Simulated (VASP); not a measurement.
# Rh (P6_3/mmc) in VASP: equation of state, part 2 of 2

VASP 6.6.1. Earlier steps stand in the parts before.

**7. Equation of state, PBEsol, 15.16 Å³/atom (volume scaled by 1.06)**

File INCAR:

```
SYSTEM = Rh
ALGO     = Normal         ! electronic algorithm
EDIFF    = 1E-7           ! SCF threshold, eV
ENCUT    = 520            ! plane-wave cutoff, eV
GGA      = PS             ! functional
ISIF     = 2              ! what is computed and relaxed
ISMEAR   = -1             ! smearing method
LASPH    = .TRUE.         ! aspherical terms in the spheres
LCHARG   = .FALSE.        ! write CHGCAR
LREAL    = .FALSE.        ! projectors in reciprocal space
LWAVE    = .FALSE.        ! write WAVECAR
NBANDS   = 22             ! bands
NELM     = 80             ! most SCF steps
PREC     = Accurate       ! precision mode
SIGMA    = 0.05           ! smearing width, eV
```

File KPOINTS:

```
k-points
0
G
  11 11 6
  0 0 0
```

File POSCAR:

```
Rh
1.0
    2.7845412492      0.0000000000      0.0000000000
   -1.3922706246      2.4114834597      0.0000000000
    0.0000000000      0.0000000000      4.5153441684
Rh
2
Direct
    0.3333333333      0.6666666667      0.2500000000
    0.6666666667      0.3333333333      0.7500000000
```

Potentials or basis: VASP PAW PBE potentials, release 64 (Rh_pv).

Launch:

```sh
$ cat potpaw_PBE.64/Rh_pv/POTCAR > POTCAR
$ mpirun -np 1 vasp_std > vasp.out
```

OUTCAR:

```text
SYSTEM = Rh
   EDIFF = 1E-7
   ENCUT = 520
   GGA = PS
   ISIF = 2
   ISMEAR = -1
   LASPH = .TRUE.
   LREAL = .FALSE.
   NELM = 80
   PREC = Accurate

 Found     64 irreducible k-points:

 Following reciprocal coordinates:
            Coordinates               Weight
  0.000000  0.000000  0.000000      1.000000
  0.090909 -0.000000  0.000000      6.000000
  0.181818  0.000000  0.000000      6.000000
  0.272727  0.000000  0.000000      6.000000
  0.363636  0.000000  0.000000      6.000000
  0.454545  0.000000  0.000000      6.000000
   k-points           NKPTS =     64   k-points in BZ     NKDIM =     64   number of bands    NBANDS=     22
   number of dos      NEDOS =    301   number of ions     NIONS =      2
   total plane-waves  NPLWV =  20736
   dimension x,y,z NGX =    24 NGY =   24 NGZ =   36
   dimension x,y,z NGXF=    48 NGYF=   48 NGZF=   72
   ions per type =               2
   NGX,Y,Z   is equivalent  to a cutoff of  14.33, 14.33, 13.25 a.u.
   NGXF,Y,Z  is equivalent  to a cutoff of  28.66, 28.66, 26.51 a.u.
 SYSTEM =  Rh
   PREC   = accura    normal or accurate (medium, high low for compatibility)
   ISTART =      0    job   : 0-new  1-cont  2-samecut
   ICHARG =      2    charge: 1-file 2-atom 10-const
   ISPIN  =      1    spin polarized calculation?
   LNONCOLLINEAR =      F non collinear calculations
   LSORBIT =      F    spin-orbit coupling
   LASPH  =      T    aspherical Exc in radial PAW
   ENCUT  =  520.0 eV  38.22 Ry    6.18 a.u.   5.18  5.18  8.40*2*pi/ulx,y,z
   NELM   =     80;   NELMIN=  2; NELMDL= -5     # of ELM steps
   EDIFF  = 0.1E-06   stopping-criterion for ELM
   LREAL  =      F    real-space projection
   EDIFFG = 0.1E-05   stopping-criterion for IOM
   NSW    =      0    number of steps for IOM
   IBRION =     -1    ionic relax: 0-MD 1-quasi-New 2-CG
   NFREE  =      0    steps in history (QN), initial steepest desc. (CG)
   ISIF   =      2    stress and relaxation
   ISYM   =      2    0-nonsym 1-usesym 2-fastsym
   POTIM  = 0.5000    time-step for ionic-motion
   TEBEG  =    0.0;   TEEND  =   0.0 temperature during run
   PSTRESS=    0.0 pullay stress
   NELECT =      30.0000    total number of electrons
   NUPDOWN=      -1.0000    fix difference up-down
   EMIN   =  10.00;   EMAX   =-10.00  energy-range for DOS
   EFERMI =   0.00;   METHOD = LEGACY
   ISMEAR =    -1;   SIGMA  =   0.05  broadening in eV -4-tet -1-fermi 0-gaus
   EFERMI_NEDOS =   21; number of points for ismear=-14 and -15
   IALGO  =     38    algorithm
   IMIX   =      4    mixing-type and parameters
     AMIX     =   0.40;   BMIX     =  1.00
     AMIX_MAG =   1.60;   BMIX_MAG =  1.00
  volume/ion in A,a.u.               =      15.16       102.30
  Fermi-wavevector in a.u.,A,eV,Ry     =   1.631319  3.082747 36.207862  2.661203
  Thomas-Fermi vector in A             =   2.723475
   LORBIT       =      0    0 simple, 1 ext, 2 COOP (PROOUT), +10 PAW based schemes
   GGA     = PS    functional components
   LHFCALC =     F    Hartree Fock is set to
   AEXX    =    0.0000 exact exchange contribution
   IVDW    =     0    specifies the selected vdW correction
   LEPSILON=     F    determine dielectric tensor
   LRPA    =     F    only Hartree local field effects (RPA)
 non-spin polarized calculation
  energy-cutoff  :      520.00
  volume of cell :       30.32
 maximum number of plane-waves:       829
 NGX is ok and might be reduce to    24
   NGX = 11   NGY = 11   NGZ = 17

 number of electron      30.0000001 magnetization

 Free energy of the ion-electron system (eV)
  ---------------------------------------------------
  ext. energy  EPLUGINS =         0.00000000
  ---------------------------------------------------
  free energy    TOTEN  =       -15.92780788 eV

  energy without entropy =      -15.89463839  energy(sigma->0) =      -15.91122313

 E-fermi :  10.1174     XC(G=0): -13.5963

 val. band max:       10.1076472015   @ k =   0.3636   0.1818   0.3333
 cond. band min:      10.1174724231   @ k =   0.0909   0.0909   0.3333
 fundamental gap:      0.0098252215
 Fermi energy:        10.1174359708

 k-point     1 :       0.0000    0.0000    0.0000
  band No.  band energies     occupation
      1     -36.6472      2.00000
      2     -36.1784      2.00000
      3     -36.1784      2.00000
      4     -36.1155      2.00000
      5     -36.1016      2.00000
      6     -36.1016      2.00000
[... 14 lines left out ...]
     21      28.0221      0.00000
     22      28.5501      0.00000

 k-point     2 :       0.0909   -0.0000    0.0000
  band No.  band energies     occupation
      1     -36.6336      2.00000
      2     -36.2092      2.00000
      3     -36.1884      2.00000
      4     -36.1336      2.00000
      5     -36.1211      2.00000
      6     -36.1067      2.00000
[... 14 lines left out ...]
     21      28.3095      0.00000
     22      28.4643      0.00000

 k-point     3 :       0.1818    0.0000    0.0000
  band No.  band energies     occupation
      1     -36.5952      2.00000
      2     -36.2920      2.00000
      3     -36.2181      2.00000
      4     -36.2145      2.00000
      5     -36.1384      2.00000
      6     -36.1211      2.00000
[... 14 lines left out ...]
     21      27.7849      0.00000
     22      28.1991      0.00000

 k-point     4 :       0.2727    0.0000    0.0000
  band No.  band energies     occupation
      1     -36.5388      2.00000
      2     -36.4008      2.00000
      3     -36.3261      2.00000
      4     -36.2477      2.00000
      5     -36.1670      2.00000
      6     -36.1408      2.00000
[... 14 lines left out ...]
     21      25.6294      0.00000
     22      26.6720      0.00000

 k-point     5 :       0.3636    0.0000    0.0000
  band No.  band energies     occupation
      1     -36.5010      2.00000
      2     -36.4757      2.00000
      3     -36.4229      2.00000
      4     -36.2773      2.00000
      5     -36.2046      2.00000
      6     -36.1595      2.00000
[... 14 lines left out ...]
     21      23.8394      0.00000
     22      25.1431      0.00000

 k-point     6 :       0.4545    0.0000    0.0000
  band No.  band energies     occupation
      1     -36.5606      2.00000
      2     -36.4793      2.00000
      3     -36.4261      2.00000
      4     -36.2946      2.00000
      5     -36.2389      2.00000
      6     -36.1709      2.00000
[... 14 lines left out ...]
     21      22.7682      0.00000
     22      23.6531      0.00000

 [... further k-points ...]

------------------------ aborting loop because EDIFF is reached ----------------------------------------

  FORCE on cell =-STRESS in cart. coord.  units (eV):
  Direction    XX          YY          ZZ          XY          YZ          ZX
  --------------------------------------------------------------------------------------
  -------------------------------------------------------------------------------------
  Total       -4.5484715     -4.5484715     -4.8381426      0.0000000      0.0000000      0.0000000
  in kB     -240.3517358   -240.3517358   -255.6586221      0.0000000      0.0000000      0.0000000
  external PRESSURE =    -245.4540312 kB  Pullay stress =       0.0000000 kB

 VOLUME and BASIS-vectors are now :
 -----------------------------------------------------------------------------
  energy-cutoff  :      520.00
  volume of cell :       30.32
      direct lattice vectors                 reciprocal lattice vectors
     2.784541249  0.000000000  0.000000000     0.359125583  0.207341252  0.000000000
    -1.392270625  2.411483460  0.000000000     0.000000000  0.414682504  0.000000000
     0.000000000  0.000000000  4.515344168     0.000000000  0.000000000  0.221467060

 POSITION                                       TOTAL-FORCE (eV/Angst)
 -----------------------------------------------------------------------------------
     -0.00000      1.60766      1.12884         0.000000      0.000000      0.000000
      1.39227      0.80383      3.38651        -0.000000     -0.000000      0.000000
 -----------------------------------------------------------------------------------
    total drift:                               -0.000000      0.000000     -0.000000

  FREE ENERGIE OF THE ION-ELECTRON SYSTEM (eV)
  ---------------------------------------------------
  free  energy   TOTEN  =       -15.9278078756 eV

  energy  without entropy=      -15.8946383893  energy(sigma->0) =      -15.91122313
```

It took 27 s on 1 thread of Intel Xeon Platinum 8488C (Sapphire Rapids), shared host; peak memory 0.16 GiB.

Results:

- Free energy: -15.9278 eV
- Pressure: -24.5 GPa
- Band gap on the k mesh: none (metal or under the smearing width)

Caveat: the PAW data sets were made with another functional, which shifts forces and pressure a little.

**8. Equation of state, PBEsol**

Potentials or basis: VASP PAW PBE potentials, release 64 (Rh_pv).

No new run: the results of the series are fitted here.

What came out:

| Quantity | Value |
| --- | --- |
| Equilibrium volume | 13.56 Å³/atom |
| Bulk modulus at fixed shape and positions | 293 GPa |
| Pressure derivative of the bulk modulus | 5.2 |

Energy against volume, from the lowest point:
```tsv
volume (Å³/atom)	energy (meV/atom)
13.444	0.00
13.730	1.03
14.016	12.26
14.302	32.44
14.588	60.45
14.874	95.34
15.160	136.21
```

Caveat: the cell was scaled at fixed shape and fractional positions, which overstates the stiffness of a crystal with free parameters, most of all of layers and chains; the PAW data sets were made with another functional, which shifts forces and pressure a little.
